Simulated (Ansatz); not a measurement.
The cell is built from the zincblende type as a first guess.

A run of Ansatz 0.2.0 printed the following.

```
Engine: ansatz 0.2.0
Pseudopotentials: kind: paw
Pseudopotential: Cu, paw, valence charge 19, recommended cutoff 420 eV (normal)
Pseudopotential: O, paw, valence charge 6, recommended cutoff 420 eV (normal)
Functional definition: PBE
  parameter kappa = 0.804
  parameter beta = 0.06672455060314922
  exchange = pbe_x(kappa = kappa, mu = beta*pi^2/3)
  correlation = pbe_c(beta = beta)
Crystal: 2 atoms, lattice volume = 22.247 Å³
Basis set: ecut = 420 eV, 411 PW (Γ), exchange–correlation on 48×48×48 points (8 copies of the dense FFT grid, shifted against one another)
Bands: 17, of which v1, the nominal top of the filled ones, is band 13 counted from 1 (12 counted from 0)
Symmetry: 24 space group operations
Space group: F-43m (ITA 216), of the structure as read, at distance tolerance 2.8e-5 Å
k-points: 145 of 4096 (time reversal used)
Non-local potential: Cu, projectors of the file, l = 0: 3, l = 1: 2, l = 2: 3, l = 3: 1
Non-local potential: O, projectors of the file, l = 0: 2, l = 1: 2, l = 2: 1
PAW form: soft (Blöchl's): semilocal exchange-correlation on the pseudo side does not see the compensation charge
PAW one-centre angular grid: Cu, 590 points (default); XC on 64 Gauss nodes
PAW one-centre angular grid: O, 110 points (default); XC on 64 Gauss nodes
Initial density: superposition of atomic densities (neutral atoms: chi_scale 0, normalization atom), corrected by the library's trained network
Initial wavefunctions: pseudopotential atomic-orbital guess
Functional: x = pbe(κ = 0.804, μ = 0.2195149727645171), c = pbe(β = 0.06672455060314922)
SCF iter   1: F=—  HF=-7190.963971 eV  |F-HF|=—  |Δ(HF+E_count)|=         —  Δρ=5.74e-3  dr2=7.15e-3  ethr=1.77e-3  ⟨swp⟩=5.9  Hψ=11091  notcnv=0
preconditioner: auto → LDOS  [metal: Δε(μ)=0.014 eV  Ē_g=14.263 eV  σ=0.050 eV  W_gap=0.07  n_scr=8 (ndim 8)  ℏωp=32.5 eV  f_vac=0.068  D(μ)=2.42/eV (n_scr^D=26)  β→1.0]
SCF iter   2: F=—  HF=-7190.963971 eV  |F-HF|=—  |Δ(HF+E_count)|=   4.79e-7  Δρ=4.73e-3  dr2=3.64e-3  ethr=2.86e-5  ⟨swp⟩=2.6  Hψ=4912  notcnv=0
SCF iter   3: F=—  HF=-7190.963735 eV  |F-HF|=—  |Δ(HF+E_count)|=   2.36e-4  Δρ=2.54e-3  dr2=1.04e-3  ethr=1.46e-5  ⟨swp⟩=2.2  Hψ=3809  notcnv=0
SCF iter   4: F=—  HF=-7190.963483 eV  |F-HF|=—  |Δ(HF+E_count)|=   2.52e-4  Δρ=2.22e-3  dr2=7.38e-4  ethr=4.17e-6  ⟨swp⟩=2.1  Hψ=4218  notcnv=0
SCF iter   5: F=—  HF=-7190.963360 eV  |F-HF|=—  |Δ(HF+E_count)|=   1.23e-4  Δρ=6.44e-4  dr2=6.08e-5  ethr=2.95e-6  ⟨swp⟩=2.0  Hψ=3064  notcnv=0
SCF iter   6: F=—  HF=-7190.963340 eV  |F-HF|=—  |Δ(HF+E_count)|=   2.07e-5  Δρ=8.25e-5  dr2=9.65e-7  ethr=2.43e-7  ⟨swp⟩=2.0  Hψ=3064  notcnv=0
SCF iter   7: F=-7190.963340 eV  HF=-7190.963340 eV  |F-HF|=1.29e-9  |Δ(HF+E_count)|=   8.72e-8  Δρ=5.43e-6  dr2=3.26e-9  ethr=4.00e-10  ⟨swp⟩=3.0  Hψ=8992  notcnv=0
SCF 1 converged in 7 iterations: F = -7190.963340 eV  dr2 = 3.26e-9
  greatest PAW one-centre occupation: 1.000 electrons in one spin orbital (limit 2), on the Cu atom at site 0 (counted from 0), in its partial waves of l = 0
relax step   1: F+E_penalty+E_count = -7190.96333958 eV  Δ(F+E_penalty+E_count) = +0.000e0 eV  max|allowed force component| = 8.558e-17 eV/Å  Δτ_max = 0.0000 Å  P = +5.953 GPa  Ω = 22.247 Å³  (7 SCF iters, dr2 threshold 1.00e-7 eV, accepted)
Crystal: 2 atoms, lattice volume = 22.636 Å³
Basis set: ecut = 420 eV, 459 PW (Γ), exchange–correlation on 48×48×48 points (8 copies of the dense FFT grid, shifted against one another)
Initial density: handed on by an earlier stage of this run
Initial wavefunctions: those handed on with the density
iter 1 solved again at ethr=9.21e-6 eV; its pass at ethr=3.10e-3 eV (dr2=2.30e-3 eV) is discarded
SCF iter   1: F=—  HF=-7190.973118 eV  |F-HF|=—  |Δ(HF+E_count)|=         —  Δρ=3.70e-3  dr2=2.28e-3  ethr=9.21e-6  ⟨swp⟩=1.0  Hψ=14166  notcnv=0
preconditioner: auto → LDOS  [metal: Δε(μ)=0.005 eV  Ē_g=14.141 eV  σ=0.050 eV  W_gap=0.03  n_scr=8 (ndim 8)  ℏωp=32.2 eV  f_vac=0.071  D(μ)=2.46/eV (n_scr^D=26)  β→1.0]
SCF iter   2: F=—  HF=-7190.972891 eV  |F-HF|=—  |Δ(HF+E_count)|=   2.27e-4  Δρ=2.43e-3  dr2=1.12e-3  ethr=9.13e-6  ⟨swp⟩=1.0  Hψ=2465  notcnv=0
SCF iter   3: F=—  HF=-7190.972773 eV  |F-HF|=—  |Δ(HF+E_count)|=   1.17e-4  Δρ=8.84e-4  dr2=1.06e-4  ethr=4.49e-6  ⟨swp⟩=2.0  Hψ=3139  notcnv=0
SCF iter   4: F=—  HF=-7190.972737 eV  |F-HF|=—  |Δ(HF+E_count)|=   3.65e-5  Δρ=1.01e-3  dr2=1.52e-4  ethr=4.26e-7  ⟨swp⟩=2.0  Hψ=4279  notcnv=0
SCF iter   5: F=—  HF=-7190.972717 eV  |F-HF|=—  |Δ(HF+E_count)|=   1.99e-5  Δρ=5.52e-4  dr2=4.88e-5  ethr=4.26e-7  ⟨swp⟩=1.0  Hψ=2465  notcnv=0
SCF iter   6: F=—  HF=-7190.972708 eV  |F-HF|=—  |Δ(HF+E_count)|=   9.02e-6  Δρ=1.10e-4  dr2=1.90e-6  ethr=1.95e-7  ⟨swp⟩=2.1  Hψ=3035  notcnv=0
SCF iter   7: F=-7190.972708 eV  HF=-7190.972708 eV  |F-HF|=2.68e-8  |Δ(HF+E_count)|=   3.71e-7  Δρ=1.17e-5  dr2=2.20e-8  ethr=8.00e-10  ⟨swp⟩=3.0  Hψ=8672  notcnv=0
SCF 2 converged in 7 iterations: F = -7190.972708 eV  dr2 = 2.20e-8
relax step   2: F+E_penalty+E_count = -7190.97270754 eV  Δ(F+E_penalty+E_count) = -9.368e-3 eV  max|allowed force component| = 5.725e-17 eV/Å  Δτ_max = 0.0000 Å  P = +3.100 GPa  Ω = 22.636 Å³  energy of the carried Pulay correction = -1.556e-3 eV  (7 SCF iters, dr2 threshold 2.00e-7 eV, accepted)
Crystal: 2 atoms, lattice volume = 23.073 Å³
iter 1 solved again at ethr=1.11e-5 eV; its pass at ethr=3.10e-3 eV (dr2=2.77e-3 eV) is discarded
SCF iter   1: F=—  HF=-7190.975862 eV  |F-HF|=—  |Δ(HF+E_count)|=         —  Δρ=4.03e-3  dr2=2.75e-3  ethr=1.11e-5  ⟨swp⟩=1.0  Hψ=14187  notcnv=0
preconditioner: auto → LDOS  [metal: Δε(μ)=0.008 eV  Ē_g=13.988 eV  σ=0.050 eV  W_gap=0.04  n_scr=8 (ndim 8)  ℏωp=31.9 eV  f_vac=0.078  D(μ)=2.52/eV (n_scr^D=26)  β→1.0]
SCF iter   2: F=—  HF=-7190.975594 eV  |F-HF|=—  |Δ(HF+E_count)|=   2.68e-4  Δρ=2.63e-3  dr2=1.36e-3  ethr=1.10e-5  ⟨swp⟩=1.0  Hψ=2465  notcnv=0
SCF iter   3: F=—  HF=-7190.975421 eV  |F-HF|=—  |Δ(HF+E_count)|=   1.73e-4  Δρ=6.39e-4  dr2=6.59e-5  ethr=5.45e-6  ⟨swp⟩=2.0  Hψ=3073  notcnv=0
SCF iter   4: F=—  HF=-7190.975439 eV  |F-HF|=—  |Δ(HF+E_count)|=   1.83e-5  Δρ=1.30e-3  dr2=2.36e-4  ethr=2.64e-7  ⟨swp⟩=2.0  Hψ=4324  notcnv=0
SCF iter   5: F=—  HF=-7190.975382 eV  |F-HF|=—  |Δ(HF+E_count)|=   5.74e-5  Δρ=2.14e-4  dr2=8.33e-6  ethr=2.64e-7  ⟨swp⟩=2.1  Hψ=4187  notcnv=0
SCF iter   6: F=-7190.975380 eV  HF=-7190.975380 eV  |F-HF|=3.25e-8  |Δ(HF+E_count)|=   1.16e-6  Δρ=1.68e-5  dr2=5.39e-8  ethr=8.00e-10  ⟨swp⟩=3.1  Hψ=9876  notcnv=0
SCF 3 converged in 6 iterations: F = -7190.975380 eV  dr2 = 5.39e-8
relax step   3: F+E_penalty+E_count = -7190.97538045 eV  Δ(F+E_penalty+E_count) = -2.673e-3 eV  max|allowed force component| = 5.493e-17 eV/Å  Δτ_max = 0.0000 Å  P = +0.165 GPa  Ω = 23.073 Å³  energy of the carried Pulay correction = -3.277e-3 eV  (6 SCF iters, dr2 threshold 2.00e-7 eV, accepted)
Crystal: 2 atoms, lattice volume = 23.098 Å³
iter 1 solved again at ethr=2.91e-8 eV; its pass at ethr=3.10e-3 eV (dr2=7.28e-6 eV) is discarded
SCF iter   1: F=—  HF=-7190.975310 eV  |F-HF|=—  |Δ(HF+E_count)|=         —  Δρ=2.12e-4  dr2=7.44e-6  ethr=2.91e-8  ⟨swp⟩=2.5  Hψ=13567  notcnv=0
preconditioner: auto → LDOS  [metal: Δε(μ)=0.009 eV  Ē_g=13.968 eV  σ=0.050 eV  W_gap=0.05  n_scr=8 (ndim 8)  ℏωp=31.9 eV  f_vac=0.079  D(μ)=2.54/eV (n_scr^D=26)  β→1.0]
SCF iter   2: F=—  HF=-7190.975297 eV  |F-HF|=—  |Δ(HF+E_count)|=   1.32e-5  Δρ=1.37e-4  dr2=3.78e-6  ethr=2.91e-8  ⟨swp⟩=1.0  Hψ=2465  notcnv=0
SCF iter   3: F=—  HF=-7190.975296 eV  |F-HF|=—  |Δ(HF+E_count)|=   5.59e-7  Δρ=2.50e-5  dr2=1.26e-7  ethr=1.51e-8  ⟨swp⟩=1.3  Hψ=2700  notcnv=0
SCF iter   4: F=—  HF=-7190.975296 eV  |F-HF|=—  |Δ(HF+E_count)|=   7.66e-8  Δρ=4.69e-5  dr2=3.21e-7  ethr=2.72e-10  ⟨swp⟩=4.0  Hψ=8112  notcnv=0
SCF iter   5: F=-7190.975296 eV  HF=-7190.975296 eV  |F-HF|=1.37e-8  |Δ(HF+E_count)|=   7.03e-8  Δρ=9.21e-6  dr2=1.23e-8  ethr=2.72e-10  ⟨swp⟩=2.1  Hψ=8995  notcnv=0
SCF 4 converged in 5 iterations: F = -7190.975296 eV  dr2 = 1.23e-8
relax step   4: F+E_penalty+E_count = -7190.97529632 eV  Δ(F+E_penalty+E_count) = +8.413e-5 eV  max|allowed force component| = 2.862e-17 eV/Å  Δτ_max = 0.0000 Å  P = +0.007 GPa  Ω = 23.098 Å³  energy of the carried Pulay correction = -3.374e-3 eV  (5 SCF iters, dr2 threshold 6.79e-8 eV, accepted)
Initial wavefunctions: pseudopotential atomic-orbital guess (no wavefunctions were taken with the density)
iter 1 solved again at ethr=7.46e-8 eV; its pass at ethr=3.10e-3 eV (dr2=1.86e-5 eV) is discarded
SCF iter   1: F=—  HF=-7190.977568 eV  |F-HF|=—  |Δ(HF+E_count)|=         —  Δρ=8.83e-4  dr2=8.48e-6  ethr=7.46e-8  ⟨swp⟩=3.0  Hψ=18086  notcnv=0
SCF iter   2: F=—  HF=-7190.979313 eV  |F-HF|=—  |Δ(HF+E_count)|=   1.75e-3  Δρ=1.91e-4  dr2=6.11e-6  ethr=3.39e-8  ⟨swp⟩=2.0  Hψ=3682  notcnv=0
SCF iter   3: F=—  HF=-7190.979311 eV  |F-HF|=—  |Δ(HF+E_count)|=   2.51e-6  Δρ=9.08e-5  dr2=1.35e-6  ethr=2.45e-8  ⟨swp⟩=1.2  Hψ=2626  notcnv=0
SCF iter   4: F=—  HF=-7190.979313 eV  |F-HF|=—  |Δ(HF+E_count)|=   2.71e-6  Δρ=4.49e-5  dr2=4.19e-7  ethr=5.41e-9  ⟨swp⟩=2.0  Hψ=3030  notcnv=0
SCF iter   5: F=—  HF=-7190.979313 eV  |F-HF|=—  |Δ(HF+E_count)|=   2.58e-8  Δρ=5.10e-5  dr2=4.10e-7  ethr=1.68e-9  ⟨swp⟩=2.3  Hψ=3798  notcnv=0
SCF iter   6: F=—  HF=-7190.979313 eV  |F-HF|=—  |Δ(HF+E_count)|=   7.72e-8  Δρ=8.90e-6  dr2=1.39e-8  ethr=1.64e-9  ⟨swp⟩=2.4  Hψ=3103  notcnv=0
SCF iter   7: F=—  HF=-7190.979313 eV  |F-HF|=—  |Δ(HF+E_count)|=   2.12e-8  Δρ=1.74e-6  dr2=5.74e-10  ethr=5.56e-11  ⟨swp⟩=2.6  Hψ=3658  notcnv=0
SCF iter   8: F=-7190.979313 eV  HF=-7190.979313 eV  |F-HF|=1.82e-12  |Δ(HF+E_count)|=  1.30e-10  Δρ=7.15e-8  dr2=3.77e-13  ethr=1.00e-12  ⟨swp⟩=4.0  Hψ=11440  notcnv=0
SCF 5 converged in 8 iterations: F = -7190.979313 eV  dr2 = 3.77e-13
relax step   5: F+E_penalty+E_count = -7190.97931340 eV  Δ(F+E_penalty+E_count) = -4.017e-3 eV  max|allowed force component| = 2.429e-17 eV/Å  Δτ_max = 0.0000 Å  P = +0.272 GPa  Ω = 23.098 Å³  stress off target by 2.72e-1 GPa  SCF on the basis re-selected at this cell (its energy is not comparable with the rows above)  (8 SCF iters)
basis re-selected at this cell: Δ(F+E_penalty+E_count) = -4.017e-3 eV, ΔP = +0.265 GPa vs the last step (what re-selecting the basis moved, of the pressure what is left beyond the Pulay correction that the steps carried, after the strain that the cell walked since its last selection, with what the two solves' SCF thresholds leave and, on support functions, any second-order correction that the steps lacked; it is no measure of the basis error at this ecutwfc). This SCF's stress stands 2.72e-1 GPa from its target on what of the cell is left free (relax.cell.stress_tol is 5.00e-2 GPa) and its largest allowed force component is 2.43e-17 eV/Å (relax.f_tol is 5.00e-3 eV/Å): not within both, so this SCF does not close the relaxation
Crystal: 2 atoms, lattice volume = 23.142 Å³
iter 1 solved again at ethr=9.33e-8 eV; its pass at ethr=3.10e-3 eV (dr2=2.33e-5 eV) is discarded
SCF iter   1: F=—  HF=-7190.979195 eV  |F-HF|=—  |Δ(HF+E_count)|=         —  Δρ=3.81e-4  dr2=2.45e-5  ethr=9.33e-8  ⟨swp⟩=2.5  Hψ=13311  notcnv=0
preconditioner: auto → LDOS  [metal: Δε(μ)=0.009 eV  Ē_g=13.953 eV  σ=0.050 eV  W_gap=0.05  n_scr=8 (ndim 8)  ℏωp=31.8 eV  f_vac=0.080  D(μ)=2.55/eV (n_scr^D=26)  β→1.0]
SCF iter   2: F=—  HF=-7190.979181 eV  |F-HF|=—  |Δ(HF+E_count)|=   1.43e-5  Δρ=2.48e-4  dr2=1.22e-5  ethr=9.33e-8  ⟨swp⟩=1.0  Hψ=2465  notcnv=0
SCF iter   3: F=—  HF=-7190.979179 eV  |F-HF|=—  |Δ(HF+E_count)|=   1.63e-6  Δρ=5.42e-5  dr2=5.10e-7  ethr=4.89e-8  ⟨swp⟩=2.2  Hψ=3103  notcnv=0
SCF iter   4: F=—  HF=-7190.979179 eV  |F-HF|=—  |Δ(HF+E_count)|=   3.54e-7  Δρ=1.23e-4  dr2=2.11e-6  ethr=7.39e-10  ⟨swp⟩=4.7  Hψ=8541  notcnv=0
SCF iter   5: F=-7190.979179 eV  HF=-7190.979179 eV  |F-HF|=6.84e-8  |Δ(HF+E_count)|=   5.23e-7  Δρ=2.03e-5  dr2=7.70e-8  ethr=7.39e-10  ⟨swp⟩=2.2  Hψ=9038  notcnv=0
SCF 6 converged in 5 iterations: F = -7190.979179 eV  dr2 = 7.70e-8
relax step   6: F+E_penalty+E_count = -7190.97917870 eV  Δ(F+E_penalty+E_count) = +1.347e-4 eV  max|allowed force component| = 5.284e-17 eV/Å  Δτ_max = 0.0000 Å  P = +0.011 GPa  Ω = 23.142 Å³  energy of the carried Pulay correction = -1.725e-4 eV  (5 SCF iters, dr2 threshold 1.85e-7 eV, accepted)
iter 1 solved again at ethr=1.79e-8 eV; its pass at ethr=3.10e-3 eV (dr2=4.48e-6 eV) is discarded
SCF iter   1: F=—  HF=-7190.979414 eV  |F-HF|=—  |Δ(HF+E_count)|=         —  Δρ=2.42e-5  dr2=7.31e-8  ethr=1.79e-8  ⟨swp⟩=3.0  Hψ=18067  notcnv=0
preconditioner: auto → LDOS  [metal: Δε(μ)=0.009 eV  Ē_g=13.952 eV  σ=0.050 eV  W_gap=0.05  n_scr=8 (ndim 8)  ℏωp=31.8 eV  f_vac=0.080  D(μ)=2.55/eV (n_scr^D=26)  β→1.0]
SCF iter   2: F=—  HF=-7190.979399 eV  |F-HF|=—  |Δ(HF+E_count)|=   1.54e-5  Δρ=2.77e-5  dr2=1.34e-7  ethr=2.92e-10  ⟨swp⟩=2.0  Hψ=3712  notcnv=0
SCF iter   3: F=—  HF=-7190.979399 eV  |F-HF|=—  |Δ(HF+E_count)|=   1.21e-8  Δρ=1.98e-5  dr2=7.53e-8  ethr=2.92e-10  ⟨swp⟩=1.0  Hψ=2465  notcnv=0
SCF iter   4: F=—  HF=-7190.979399 eV  |F-HF|=—  |Δ(HF+E_count)|=   4.39e-9  Δρ=2.09e-5  dr2=5.80e-8  ethr=2.92e-10  ⟨swp⟩=2.5  Hψ=3737  notcnv=0
SCF iter   5: F=—  HF=-7190.979399 eV  |F-HF|=—  |Δ(HF+E_count)|=   1.65e-8  Δρ=3.20e-6  dr2=1.36e-9  ethr=2.32e-10  ⟨swp⟩=2.3  Hψ=3444  notcnv=0
SCF iter   6: F=-7190.979399 eV  HF=-7190.979399 eV  |F-HF|=1.82e-12  |Δ(HF+E_count)|=  4.01e-10  Δρ=1.87e-7  dr2=3.33e-12  ethr=1.00e-12  ⟨swp⟩=4.2  Hψ=11987  notcnv=0
SCF 7 converged in 6 iterations: F = -7190.979399 eV  dr2 = 3.33e-12
relax step   7: F+E_penalty+E_count = -7190.97939862 eV  Δ(F+E_penalty+E_count) = -2.199e-4 eV  max|allowed force component| = 6.310e-17 eV/Å  Δτ_max = 0.0000 Å  P = +0.014 GPa  Ω = 23.142 Å³  stress off target by 1.39e-2 GPa  SCF on the basis re-selected at this cell (its energy is not comparable with the rows above)  (6 SCF iters)
basis re-selected at this cell: Δ(F+E_penalty+E_count) = -2.199e-4 eV, ΔP = +0.003 GPa vs the last step (what re-selecting the basis moved, of the pressure what is left beyond the Pulay correction that the steps carried, after the strain that the cell walked since its last selection, with what the two solves' SCF thresholds leave and, on support functions, any second-order correction that the steps lacked; it is no measure of the basis error at this ecutwfc). This SCF's stress stands 1.39e-2 GPa from its target on what of the cell is left free (relax.cell.stress_tol is 5.00e-2 GPa) and its largest allowed force component is 6.31e-17 eV/Å (relax.f_tol is 5.00e-3 eV/Å): within both
SCF converged after 6 iterations
Free energy (F): -7190.979399 eV
Harris-Foulkes:  -7190.979399 eV  (|F-HF|=1.82e-12)
Internal energy: -7190.958664 eV  (E = F + TS)
E sigma→0 (E₀):  -7190.969031 eV
Entropy (-TS):   -0.020735 eV (-10.367 meV/atom)
Fermi energy:    9.738043 eV
--- Per-component energies (eV) ---
  E_band       = -476.879275
  E_kinetic    = 469.419619
  E_local      = -5168.181857  (includes V_loc(G=0)·N_el)
  E_nonlocal   = 439.767230
  E_hartree    = 2236.811822
  E_xc         = -161.114476
  E_vxc        = -206.751263  (∫ρ·V_xc dr)
  E_paw        = -1819.614068  (= ΣΔE_a)
  E_vpaw       = -484.759550  (= ΣTr[D̂ρ^β])
  E_aug_tail   = 0.002764  (compensation charges beyond the density's cutoff)
  E_ewald      = -3188.049698
  E_smearing   = -0.020735  (= −TS)
  E_closure    = -0.000000  (closes the sum)
  Σ components = -7190.979399   (vs F -7190.979399, Δ=0.00e0)
--- Forces (eV/Å), atoms counted from 1 ---
  atom   1  Cu     0.00000000    -0.00000000     0.00000000
  atom   2  O      0.00000000    -0.00000000    -0.00000000
  max |Σ_I F_I| component: 1.42e-16 eV/Å
--- Stress (GPa, compression-positive) ---
        0.013923      -0.000000      -0.000000
        0.000000       0.013923      -0.000000
       -0.000000      -0.000000       0.013923
  P = ⅓ Tr σ = 0.0139 GPa (0.139 kbar)
--- Relaxed structure (5 steps of the walk, 5 accepted, 2 SCFs on fresh bases) ---
  F+E_penalty+E_count = -7190.97939862 eV   max|allowed force component| = 6.310e-17 eV/Å   (the final SCF, on the basis selected at the relaxed cell)
  cell:  # Å, volume = 23.1416 Å³
    - [2.8320338719727734e-34, 2.261801751305282, 2.261801751305282]
    - [2.261801751305282, -6.433865522497518e-34, 2.261801751305282]
    - [2.261801751305282, 2.261801751305282, -5.255579169332082e-34]
  atoms:
    - { symbol: Cu, position: [1.707550884229476e-34, -2.1748805999133325e-34, -1.707550884229476e-34] }
    - { symbol: O, position: [0.24999999999999997, 0.24999999999999997, 0.24999999999999997] }
```

The cell and starting positions:

```
CELL_PARAMETERS angstrom
0.00000 2.23228 2.23228
2.23228 0.00000 2.23228
2.23228 2.23228 0.00000
ATOMIC_POSITIONS crystal
Cu 0.00000 0.00000 0.00000
O 0.25000 0.25000 0.25000
```

Parts of the input that the log doesn't repeat:

```yaml
output:
  forces: true
  stress: true
```

Task: Write the input that produced this log.

Result: 
```yaml
crystal:
  lattice:
    - [0.0, 2.2322827293, 2.2322827293]
    - [2.2322827293, 0.0, 2.2322827293]
    - [2.2322827293, 2.2322827293, 0.0]
  atoms:
    - { symbol: Cu, position: [0.0, 0.0, 0.0] }
    - { symbol: O, position: [0.25, 0.25, 0.25] }
kpoints:
  mp_grid: { grid: [16, 16, 16] }
scf:
  occupations: { method: fermi_dirac, width: 0.05 }
hamiltonian:
  xc: pbe
  pseudopotentials: { kind: paw }
output:
  forces: true
  stress: true
relax:
  f_tol: 0.005
  max_steps: 80
  cell: {}
```
This is the input that was run; digits and keys that the log doesn't show could differ in an equivalent one.
